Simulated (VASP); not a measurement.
# NaCl (Pm-3m) in VASP: electric field gradients with PBE

Aim: the electric field gradients of NaCl with PBE.

Everything below comes from runs of VASP 6.6.1. Logs are shortened: lines on timing, memory, paths and dates and some standing lists are left out, and cuts for length are marked.

**1. The cell of the first run**

Symmetry: Pm-3m, No. 221, cubic system. The conventional cell has a = 2.879 Å, b = 2.879 Å, c = 2.879 Å, α = 90.00°, β = 90.00°, γ = 90.00°. Around Na (site symmetry m-3m) lie 8 Cl at 2.49 Å. Around Cl (site symmetry m-3m) lie 8 Na at 2.49 Å.

Measurements of this composition are mostly on another form, of space group No. 225.

**2. Electric field gradients, PBE (volume scaled by 1.02)**

Input file INCAR:

```
PREC = Accurate ; ENCUT = 520
EDIFF = 1E-8 ; ISMEAR = -1
SIGMA = 0.03 ; LREAL = False
LASPH = True ; NELM = 100
ALGO = Normal ; ISIF = 2
LWAVE = False ; LCHARG = False
GGA = PE ; LEFG = True
NBANDS = 14
```

Input file KPOINTS:

```
regular mesh
0
Gamma
  9 9 9
```

Input file POSCAR:

```
NaCl
1.0
    2.8789409493      0.0000000000      0.0000000000
    0.0000000000      2.8789409493      0.0000000000
    0.0000000000      0.0000000000      2.8789409493
Na Cl
1 1
Direct
    0.0000000000      0.0000000000      0.0000000000
    0.5000000000      0.5000000000      0.5000000000
```

Potentials or basis: VASP PAW PBE potentials, release 64 (Na_pv, Cl).

Launch:

```bash
cat potpaw_PBE.64/Na_pv/POTCAR potpaw_PBE.64/Cl/POTCAR > POTCAR
mpirun -np 1 vasp_std > vasp.out
```

OUTCAR:

```text
PREC = Accurate
   ENCUT = 520
   EDIFF = 1E-8
   ISMEAR = -1
   LREAL = False
   LASPH = True
   NELM = 100
   ISIF = 2
   GGA = PE

 ion  position               nearest neighbor table
   1  0.000  0.000  0.000-   2 2.49   2 2.49   2 2.49   2 2.49   2 2.49   2 2.49   2 2.49   2 2.49

   2  0.500  0.500  0.500-   1 2.49   1 2.49   1 2.49   1 2.49   1 2.49   1 2.49   1 2.49   1 2.49

  LATTYP: Found a simple cubic cell.
 ALAT       =     2.8789409493

  Lattice vectors:

 A1 = (   2.8789409493,   0.0000000000,   0.0000000000)
 A2 = (   0.0000000000,   2.8789409493,   0.0000000000)
 A3 = (   0.0000000000,   0.0000000000,   2.8789409493)

Analysis of symmetry for initial positions (statically):
=====================================================================
 Subroutine PRICEL returns:
 Original cell was already a primitive cell.

 Routine SETGRP: Setting up the symmetry group for a
 simple cubic supercell.

 Subroutine GETGRP returns: Found 48 space group operations
 (whereof 48 operations were pure point group operations)
 out of a pool of 48 trial point group operations.

The static configuration has the point symmetry O_h .

Analysis of symmetry for dynamics (positions and initial velocities):
=====================================================================
 Subroutine PRICEL returns:
 Original cell was already a primitive cell.

 Routine SETGRP: Setting up the symmetry group for a
 simple cubic supercell.

 Subroutine GETGRP returns: Found 48 space group operations
 (whereof 48 operations were pure point group operations)
 out of a pool of 48 trial point group operations.

The dynamic configuration has the point symmetry O_h .

 Subroutine INISYM returns: Found 48 space group operations
 (whereof 48 operations are pure point group operations),
 and found     1 'primitive' translations

----------------------------------------------------------------------------------------

                                     Primitive cell

  volume of cell :      23.8615

  direct lattice vectors                    reciprocal lattice vectors
     2.878940949  0.000000000  0.000000000     0.347349952  0.000000000  0.000000000
     0.000000000  2.878940949  0.000000000     0.000000000  0.347349952  0.000000000
     0.000000000  0.000000000  2.878940949     0.000000000  0.000000000  0.347349952

  length of vectors
     2.878940949  2.878940949  2.878940949     0.347349952  0.347349952  0.347349952

  position of ions in fractional coordinates (direct lattice)
     0.000000000  0.000000000  0.000000000
     0.500000000  0.500000000  0.500000000

  ion indices of the primitive-cell ions
   primitive index   ion index
                 1           1
                 2           2

----------------------------------------------------------------------------------------

 KPOINTS: regular mesh

Automatic generation of k-mesh.
 Grid dimensions read from file:
 generate k-points for:    9    9    9

 Generating k-lattice:

  Cartesian coordinates                     Fractional coordinates (reciprocal lattice)
     0.038594439  0.000000000  0.000000000     0.111111111  0.000000000  0.000000000
     0.000000000  0.038594439  0.000000000     0.000000000  0.111111111  0.000000000
     0.000000000  0.000000000  0.038594439     0.000000000  0.000000000  0.111111111

  Length of vectors
     0.038594439  0.038594439  0.038594439

  Shift w.r.t. Gamma in fractional coordinates (k-lattice)
     0.000000000  0.000000000  0.000000000

 Subroutine IBZKPT returns following result:
 ===========================================

 Found     35 irreducible k-points:

 Following reciprocal coordinates:
            Coordinates               Weight
  0.000000  0.000000  0.000000      1.000000
  0.111111  0.000000  0.000000      6.000000
  0.222222  0.000000  0.000000      6.000000
  0.333333  0.000000  0.000000      6.000000
  0.444444  0.000000  0.000000      6.000000
  0.111111  0.111111  0.000000     12.000000
[... 16 lines left out ...]
  0.333333  0.333333  0.111111     24.000000
  0.444444  0.333333  0.111111     48.000000
 [... further k-points ...]
   k-points           NKPTS =     35   k-points in BZ     NKDIM =     35   number of bands    NBANDS=     14
   number of dos      NEDOS =    301   number of ions     NIONS =      2
   total plane-waves  NPLWV =  13824
   dimension x,y,z NGX =    24 NGY =   24 NGZ =   24
   dimension x,y,z NGXF=    48 NGYF=   48 NGZF=   48
   ions per type =               1   1
   NGX,Y,Z   is equivalent  to a cutoff of  13.86, 13.86, 13.86 a.u.
   NGXF,Y,Z  is equivalent  to a cutoff of  27.72, 27.72, 27.72 a.u.
 SYSTEM =  unknown system
   PREC   = accura    normal or accurate (medium, high low for compatibility)
   ISTART =      0    job   : 0-new  1-cont  2-samecut
   ICHARG =      2    charge: 1-file 2-atom 10-const
   ISPIN  =      1    spin polarized calculation?
   LNONCOLLINEAR =      F non collinear calculations
   LSORBIT =      F    spin-orbit coupling
   LASPH  =      T    aspherical Exc in radial PAW
   ENCUT  =  520.0 eV  38.22 Ry    6.18 a.u.   5.35  5.35  5.35*2*pi/ulx,y,z
   NELM   =    100;   NELMIN=  2; NELMDL= -5     # of ELM steps
   EDIFF  = 0.1E-07   stopping-criterion for ELM
   LREAL  =      F    real-space projection
   EDIFFG = 0.1E-06   stopping-criterion for IOM
   NSW    =      0    number of steps for IOM
   IBRION =     -1    ionic relax: 0-MD 1-quasi-New 2-CG
   NFREE  =      0    steps in history (QN), initial steepest desc. (CG)
   ISIF   =      2    stress and relaxation
   ISYM   =      2    0-nonsym 1-usesym 2-fastsym
   POTIM  = 0.5000    time-step for ionic-motion
   TEBEG  =    0.0;   TEEND  =   0.0 temperature during run
   PSTRESS=    0.0 pullay stress
   NELECT =      14.0000    total number of electrons
   NUPDOWN=      -1.0000    fix difference up-down
   EMIN   =  10.00;   EMAX   =-10.00  energy-range for DOS
   EFERMI =   0.00;   METHOD = LEGACY
   ISMEAR =    -1;   SIGMA  =   0.03  broadening in eV -4-tet -1-fermi 0-gaus
   EFERMI_NEDOS =   21; number of points for ismear=-14 and -15
   IALGO  =     38    algorithm
   IMIX   =      4    mixing-type and parameters
     AMIX     =   0.40;   BMIX     =  1.00
     AMIX_MAG =   1.60;   BMIX_MAG =  1.00
  volume/ion in A,a.u.               =      11.93        80.51
  Fermi-wavevector in a.u.,A,eV,Ry     =   1.370518  2.589904 25.556091  1.878320
  Thomas-Fermi vector in A             =   2.496297
   LORBIT       =      0    0 simple, 1 ext, 2 COOP (PROOUT), +10 PAW based schemes
   GGA     = PE    functional components
   LHFCALC =     F    Hartree Fock is set to
   AEXX    =    0.0000 exact exchange contribution
   IVDW    =     0    specifies the selected vdW correction
   LEPSILON=     F    determine dielectric tensor
   LRPA    =     F    only Hartree local field effects (RPA)
 non-spin polarized calculation
  energy-cutoff  :      520.00
  volume of cell :       23.86
 maximum number of plane-waves:       656
 NGX is ok and might be reduce to    24

 number of electron      14.0000001 magnetization

 Free energy of the ion-electron system (eV)
  ---------------------------------------------------
  ext. energy  EPLUGINS =         0.00000000
  ---------------------------------------------------
  free energy    TOTEN  =        -4.38306486 eV

  energy without entropy =       -4.38306486  energy(sigma->0) =       -4.38306486

 E-fermi :   7.1547     XC(G=0): -11.2650

 val. band max:        6.4645967631   @ k =   0.4444   0.4444   0.0000
 cond. band min:      11.3008397759   @ k =   0.4444   0.4444   0.0000
 fundamental gap:      4.8362430127
 Fermi energy:         7.1547070326

 k-point     1 :       0.0000    0.0000    0.0000
  band No.  band energies     occupation
      1     -16.1134      2.00000
      2     -16.1134      2.00000
      3     -16.1134      2.00000
      4     -10.2833      2.00000
      5       5.2934      2.00000
      6       5.2934      2.00000
      7       5.2934      2.00000
      8      13.3078      0.00000
      9      13.3078      0.00000
     10      13.7872      0.00000
     11      24.2948      0.00000
     12      24.2948      0.00000
     13      24.2948      0.00000
     14      28.7884      0.00000
[... 375 lines left out ...]
 k-point    24 :       0.4444    0.3333    0.1111
  band No.  band energies     occupation
      1     -16.3755      2.00000
      2     -16.2824      2.00000
      3     -16.0893      2.00000
      4      -8.1213      2.00000
      5       1.0655      2.00000
      6       2.2357      2.00000
      7       5.5691      2.00000
      8      12.5450      0.00000
      9      17.3682      0.00000
     10      17.7508      0.00000
     11      18.8509      0.00000
     12      22.7056      0.00000
     13      23.6634      0.00000
     14      27.6276      0.00000

 [... further k-points ...]
[... 5 lines left out ...]
  --------------------------------------------------------------------------------------
  -------------------------------------------------------------------------------------
  Total        8.9689566      8.9689566      8.9689566     -0.0000000      0.0000000     -0.0000000
  in kB      602.2186946    602.2186946    602.2186946     -0.0000000      0.0000000     -0.0000000
  external PRESSURE =     602.2186946 kB  Pullay stress =       0.0000000 kB

 VOLUME and BASIS-vectors are now :
 -----------------------------------------------------------------------------
  energy-cutoff  :      520.00
  volume of cell :       23.86
      direct lattice vectors                 reciprocal lattice vectors
     2.878940949  0.000000000  0.000000000     0.347349952  0.000000000  0.000000000
     0.000000000  2.878940949  0.000000000     0.000000000  0.347349952  0.000000000
     0.000000000  0.000000000  2.878940949     0.000000000  0.000000000  0.347349952

 POSITION                                       TOTAL-FORCE (eV/Angst)
 -----------------------------------------------------------------------------------
      0.00000      0.00000      0.00000         0.000000      0.000000      0.000000
      1.43947      1.43947      1.43947         0.000000      0.000000      0.000000
 -----------------------------------------------------------------------------------
    total drift:                                0.000000     -0.000000     -0.000000

  FREE ENERGIE OF THE ION-ELECTRON SYSTEM (eV)
  ---------------------------------------------------
  free  energy   TOTEN  =        -4.3830648573 eV

  energy  without entropy=       -4.3830648573  energy(sigma->0) =       -4.38306486

 Electric field gradients (V/A^2)
---------------------------------------------------------------------
 ion       V_xx      V_yy      V_zz      V_xy      V_xz      V_yz
---------------------------------------------------------------------
   1      -0.000    -0.000     0.000     0.000    -0.000     0.000
   2      -0.000     0.000     0.000     0.000    -0.000    -0.000
---------------------------------------------------------------------

 Electric field gradients after diagonalization (V/A^2)
 (convention: |V_zz| > |V_xx| > |V_yy|)
----------------------------------------------------------------------
 ion       V_xx      V_yy      V_zz     asymmetry (V_yy - V_xx)/ V_zz
----------------------------------------------------------------------
   1       0.000    -0.000    -0.000       0.662
   2      -0.000     0.000     0.000       1.175
----------------------------------------------------------------------

           NMR quadrupolar parameters

 Cq : quadrupolar parameter    Cq=e*Q*V_zz/h
 eta: asymmetry parameters     (V_yy - V_xx)/ V_zz
 Q  : nuclear electric quadrupole moment in mb (millibarn)
----------------------------------------------------------------------
 ion       Cq(MHz)       eta       Q (mb)
----------------------------------------------------------------------
   1      -0.000       0.662       1.000
   2       0.000       1.175       1.000
----------------------------------------------------------------------
```

Wall time 5.8 s (1 thread of Intel Xeon Platinum 8488C (Sapphire Rapids), shared host); peak memory 0.13 GiB.

What came out:

| Quantity | Value |
| --- | --- |
| Free energy | -4.3831 eV |
| Pressure | 60.2 GPa |
| Band gap on the k mesh | 4.84 eV, direct |

Electric field gradients, principal values (V/Å²):
```tsv
atom	Vxx	Vyy	Vzz
1 Na	0.000	0.000	0.000
2 Cl	0.000	0.000	0.000
```

Caveat: the cell as given lies far from equilibrium; so large a pressure means that the cell lies far from this level's equilibrium, or that cutoff or potentials fall short; an odd mesh through Γ misses points on the zone boundary, where band edges often lie.
